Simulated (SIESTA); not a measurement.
# Ru under changes of volume

One of the cells (13.846 Å³/atom); the others are scaled copies at fixed shape and fractional positions:

```
CELL_PARAMETERS angstrom
2.72372 0.00000 0.00000
-1.36186 2.35881 0.00000
0.00000 0.00000 4.31026
ATOMIC_POSITIONS crystal
Ru 0.66667 0.33333 0.75000
Ru 0.33333 0.66667 0.25000
```

| Property | Result |
| --- | --- |
| Program | SIESTA 5.4.2 |
| Functional | PBEsol |
| Potentials or basis | PseudoDojo 0.4 standard (PBEsol files) |
| Basis | DZP (energy shift 0.003 Ry; two zetas on semicore shells) |
| Grid cutoff | 800 Ry |
| Energy shift | 0.003 Ry |
| k mesh | 11 × 11 × 6 |
| Occupations | fermi-dirac, width 0.05 eV |
| Spin | no spin polarisation |

```csv
volume (Å³/atom),energy over the lowest point (meV/atom),pressure (GPa)
12.760,42.24,21.2
13.032,14.09,12.5
13.303,0.00,4.5
13.846,8.62,-8.9
14.118,?,?
14.389,57.02,-19.1
```

Question: What does the run at 14.118 Å³/atom give?

Answer: Energy over the lowest point 28.47 meV/atom; pressure -14.2 GPa.

Worked out: A Birch-Murnaghan fit of order 3 (a polynomial in V^(-2/3)) to the other rows has its minimum at 13.47 Å³/atom with B0 = V·E''(V) = 343 GPa and B' = 4.9 at fixed shape and positions, which overstates the stiffness. It gives 28.44 meV/atom at 14.118 Å³/atom, against the run's 28.47, and -dE/dV = -14.4 GPa, against -14.2.

Energies are extrapolated to zero smearing.

Caveats: the basis of atomic orbitals isn't converged, which shifts pressures, moduli and gaps.
